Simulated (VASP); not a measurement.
# SiGe (R-3m) in VASP: notebook, part 2 of 2

VASP 6.6.1. Earlier steps stand in the parts before.

## (3) Single point, PBEsol

Contents of INCAR:

```
ALGO = Normal ; EDIFF = 1E-6
ENCUT = 900 ; GGA = PS
ISIF = 2 ; ISMEAR = 0
LASPH = True ; LCHARG = True
LELF = True ; LREAL = False
LVHAR = True ; LWAVE = False
NBANDS = 26 ; NELM = 80
PREC = Accurate ; SIGMA = 0.02
```

Contents of KPOINTS:

```
k-points
0
Gamma
  12 12 12
```

Contents of POSCAR:

```
SiGe
1.0
    0.0000000000      2.7730400000      2.7730400000
    2.7730400000      0.0000000000      2.7730400000
    5.5457600000      5.5457600000      0.0003200000
Ge Si
2 2
Direct
    0.0031000000      0.0031000000      0.9953600000
    0.2469000000      0.2469000000      0.1296400000
    0.9970800000      0.9970800000      0.5043700000
    0.2529200000      0.2529200000      0.6206300000
```

Potentials or basis: VASP PAW PBE potentials, release 64 (Ge_h, Si).

Started as:

```console
$ cat potpaw_PBE.64/Ge_h/POTCAR potpaw_PBE.64/Si/POTCAR > POTCAR
$ mpirun -np 1 vasp_std > vasp.out
```

OUTCAR:

```text
EDIFF = 1E-6
   ENCUT = 900
   GGA = PS
   ISIF = 2
   ISMEAR = 0
   LASPH = True
   LREAL = False
   NELM = 80
   PREC = Accurate

 ion  position               nearest neighbor table
   1  0.003  0.003  0.995-   4 2.40
   2  0.247  0.247  0.130-   3 2.40
   3  0.997  0.997  0.504-   4 2.38   4 2.38   4 2.38   2 2.40
   4  0.253  0.253  0.621-   3 2.38   3 2.38   3 2.38   1 2.40

  LATTYP: Found a trigonal (rhomboedric) cell.
[... 896 lines left out ...]

  FORCE on cell =-STRESS in cart. coord.  units (eV):
  Direction    XX          YY          ZZ          XY          YZ          ZX
  --------------------------------------------------------------------------------------
  -------------------------------------------------------------------------------------
  Total        0.0511029      0.0511029      0.0510488      0.0109946     -0.0107586     -0.0107585
  in kB        0.9599874      0.9599874      0.9589702      0.2065378     -0.2021047     -0.2021029
  external PRESSURE =       0.9596483 kB  Pullay stress =       0.0000000 kB

 VOLUME and BASIS-vectors are now :
 -----------------------------------------------------------------------------
  energy-cutoff  :      900.00
  volume of cell :       85.29
      direct lattice vectors                 reciprocal lattice vectors
     0.000000000  2.773040000  2.773040000    -0.180312735  0.180302330  0.180312735
     2.773040000  0.000000000  2.773040000     0.180302330 -0.180312735  0.180312735
     5.545760000  5.545760000  0.000320000     0.090161570  0.090161570 -0.090161570

 POSITION                                       TOTAL-FORCE (eV/Angst)
 -----------------------------------------------------------------------------------
      5.52862      5.52862      0.01751        -0.007389     -0.007389      0.006169
      1.40362      1.40362      1.36937         0.007389      0.007389     -0.006169
      5.56206      5.56206      5.53005         0.005377      0.005377     -0.004118
      4.14322      4.14322      1.40291        -0.005377     -0.005377      0.004118
 -----------------------------------------------------------------------------------
    total drift:                               -0.000000     -0.000000      0.000000

  FREE ENERGIE OF THE ION-ELECTRON SYSTEM (eV)
  ---------------------------------------------------
  free  energy   TOTEN  =       -21.2775598950 eV

  energy  without entropy=      -21.2775598950  energy(sigma->0) =      -21.27755989
```

OSZICAR:

```text
N       E                     dE             d eps       ncg     rms          rms(c)
DAV:   1     0.343117651024E+03    0.34312E+03   -0.25711E+04 24870   0.261E+03
DAV:   2     0.229204752694E+02   -0.32020E+03   -0.31115E+03 24848   0.604E+02
DAV:   3    -0.200688837007E+02   -0.42989E+02   -0.42387E+02 30624   0.187E+02
DAV:   4    -0.215884543050E+02   -0.15196E+01   -0.15163E+01 29304   0.393E+01
DAV:   5    -0.216224540339E+02   -0.34000E-01   -0.33994E-01 34274   0.578E+00    0.539E+00
DAV:   6    -0.213879666913E+02    0.23449E+00   -0.10737E-01 29802   0.328E+00    0.316E+00
DAV:   7    -0.212757552776E+02    0.11221E+00   -0.18065E-01 27764   0.296E+00    0.228E-01
DAV:   8    -0.212771559519E+02   -0.14007E-02   -0.13308E-02 30848   0.142E+00    0.107E-01
DAV:   9    -0.212774769886E+02   -0.32104E-03   -0.80700E-04 29686   0.282E-01    0.672E-02
DAV:  10    -0.212775412996E+02   -0.64311E-04   -0.56096E-05 30294   0.969E-02    0.291E-02
DAV:  11    -0.212775599744E+02   -0.18675E-04   -0.29343E-05 27514   0.556E-02    0.522E-03
DAV:  12    -0.212775598950E+02    0.79440E-07   -0.14815E-06 23908   0.120E-02
   1 F= -.21277560E+02 E0= -.21277560E+02  d E =-.229331E-21
```

stdout:

```text
POSCAR found type information on POSCAR GeSi
 POSCAR found :  2 types and       4 ions
 scaLAPACK will be used
 -----------------------------------------------------------------------------
|                                                                             |
|                                                                             |
|     You enforced a specific xc type in the INCAR file but a different       |
|     I HOPE YOU KNOW WHAT YOU ARE DOING!                                     |
|                                                                             |
 -----------------------------------------------------------------------------

 LDA part: xc-table for (Slater+PW92), standard interpolation
 POSCAR, INCAR and KPOINTS ok, starting setup
 FFT: planning ... GRIDC
 FFT: planning ... GRID_SOFT
 FFT: planning ... GRID
 WAVECAR not read
 entering main loop
```

Run time: 16 min. Hardware: 1 thread of Intel Xeon 6975P-C (Granite Rapids), shared host; peak memory 1.9 GiB.

Results:

```yaml
Free_energy: -21.2776 eV
Pressure: 0.1 GPa
Largest_force: 0.012 eV/Å
Band_gap_on_the_k_mesh: 0.33 eV, indirect (least direct gap 0.45 eV)
```

Forces in eV/Å, atoms in the order of the input:
```
Ge  -0.007 -0.007  0.006
Ge   0.007  0.007 -0.006
Si   0.005  0.005 -0.004
Si  -0.005 -0.005  0.004
```

Caveat: the PAW data sets were made with another functional, which shifts forces and pressure a little. As with any semilocal functional, this PBEsol gap is likely too small.

## (4) Single point, r2SCAN

Contents of INCAR:

```
ALGO = Normal ; EDIFF = 1E-6
ENCUT = 520 ; ISIF = 2
ISMEAR = 0 ; LASPH = True
LCHARG = True ; LELF = True
LMIXTAU = True ; LREAL = False
LVHAR = True ; LWAVE = False
METAGGA = R2SCAN ; NBANDS = 26
NELM = 80 ; PREC = Accurate
SIGMA = 0.02
```

KPOINTS is that of step 3.

POSCAR is that of step 3.

Potentials or basis: VASP PAW PBE potentials, release 64 (Ge_d, Si).

Started as:

```console
$ cat potpaw_PBE.64/Ge_d/POTCAR potpaw_PBE.64/Si/POTCAR > POTCAR
$ mpirun -np 1 vasp_std > vasp.out
```

Wall time 46 min (1 thread of Intel Xeon 6975P-C (Granite Rapids), shared host); peak memory 0.92 GiB.

It converged, with:

```yaml
Free_energy: -45.2350 eV
Pressure: 0.2 GPa
Largest_force: 0.006 eV/Å
Band_gap_on_the_k_mesh: 0.62 eV, indirect (least direct gap 0.81 eV)
```

Forces on the atoms (eV/Å):
```
Ge  -0.001 -0.001  0.000
Ge   0.001  0.001  0.000
Si  -0.003 -0.003  0.004
Si   0.003  0.003 -0.004
```

Levels at points of the mesh, in eV from the valence-band top:
```tsv
k point	band 15	band 16	band 17	band 18	band 19	band 20	band 21	band 22
(0.00, 0.00, 0.00)	-1.60	-0.12	0.00	0.00	0.81	2.16	2.49	2.49
(0.50, 0.00, 0.00)	-3.28	-3.24	-1.51	-1.45	0.76	0.83	1.05	3.65
(0.50, 0.50, 0.00)	-3.28	-3.24	-1.51	-1.45	0.76	0.83	1.05	3.65
(0.00, 0.00, 0.50)	-1.34	-1.34	-0.64	-0.64	1.53	1.64	3.25	3.25
(0.50, 0.00, 0.50)	-3.97	-3.83	-2.77	-2.33	1.22	2.04	4.44	4.92
(0.50, 0.50, 0.50)	-3.97	-3.84	-2.77	-2.33	1.22	2.04	4.44	4.92
```

Caveat: the PAW data sets were made with another functional, which shifts forces and pressure a little.

## (5) Summary

```csv
level,potentials or basis,cutoff (eV),smearing,gap on the mesh (eV),pressure (GPa),largest force (eV/Å)
PBEsol,"VASP PAW PBE potentials, release 64 (Ge_d, Si)",520,gaussian 0.5 eV,0.34,0.0,0.03
PBEsol,"VASP PAW PBE potentials, release 64 (Ge_h, Si)",900,gaussian 0.02 eV,0.33,0.1,0.01
r2SCAN,"VASP PAW PBE potentials, release 64 (Ge_d, Si)",520,gaussian 0.02 eV,0.62,0.2,0.01
```

Alike in all rows: task single point; no spin polarisation; cell as given; k mesh 12 × 12 × 12.

Caveats: the PAW data sets were made with another functional, which shifts forces and pressure a little.

Total energies depend on the potentials used, so only differences within one code and one set of settings carry meaning.
